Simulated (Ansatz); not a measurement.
Crystal: InSe.

```
CELL_PARAMETERS angstrom
2.00000 1.15470 8.44000
-2.00000 1.15470 8.44000
0.00000 -2.30940 8.44000
ATOMIC_POSITIONS crystal
In 0.88860 0.88860 0.88860
In 0.00000 0.00000 0.00000
Se 0.17190 0.17190 0.17190
Se 0.38350 0.38350 0.38350
```

* Program: Ansatz 0.2.0
* Task: relaxation of cell and atoms
* Functional: RPBE
* Dispersion: D3(BJ)
* Potentials or basis: Ansatz PAW
* Cutoff: 420 eV (not typed: the program's choice for these potentials)
* k mesh: 8 × 8 × 8
* Occupations: fermi-dirac, width 0.05 eV
* Spin: no spin polarisation

At the start: volume 29.24 Å³/atom.

Problem. Where does the relaxation end?

Solution. It ends after 7 steps and the volume is 23.65 Å³/atom (-19.1 %); space group R3m (No. 160, to 0.05 Å).

The path:
```
step  energy change (eV)  largest force (eV/Å)  volume (Å³)
   1              0.0000                0.3892       116.95
   2             -0.2464                1.5000       101.96
   3             -0.4518                0.2368        93.50
   4             -0.4603                0.1067        93.94
   5             -0.4617                0.0261        94.55
   6             -0.4618                0.0045        94.61
   7             -0.4574                0.0047        94.61
```

Final structure:
```yaml
crystal:
  lattice:
    - [1.86962, 1.07942, 7.81336]
    - [-1.86962, 1.07942, 7.81336]
    - [0.00000, -2.15885, 7.81336]
  atoms:
    - { symbol: In, position: [0.88663, 0.88663, 0.88663] }
    - { symbol: In, position: [0.00185, 0.00185, 0.00185] }
    - { symbol: Se, position: [0.16003, 0.16003, 0.16003] }
    - { symbol: Se, position: [0.39550, 0.39550, 0.39550] }
```

Caveat: the volume moved by over 15 % at a fixed basis, so the end points are rough; the plane-wave basis is chosen anew once the cell has moved, so the energies of steps on either side of that aren't comparable; the volume moved by -19 % from the deposited cell, more than functionals usually miss; the PAW data sets come from PBE, with cores solved anew for the run's functional, which leaves a small shift of forces and pressure.
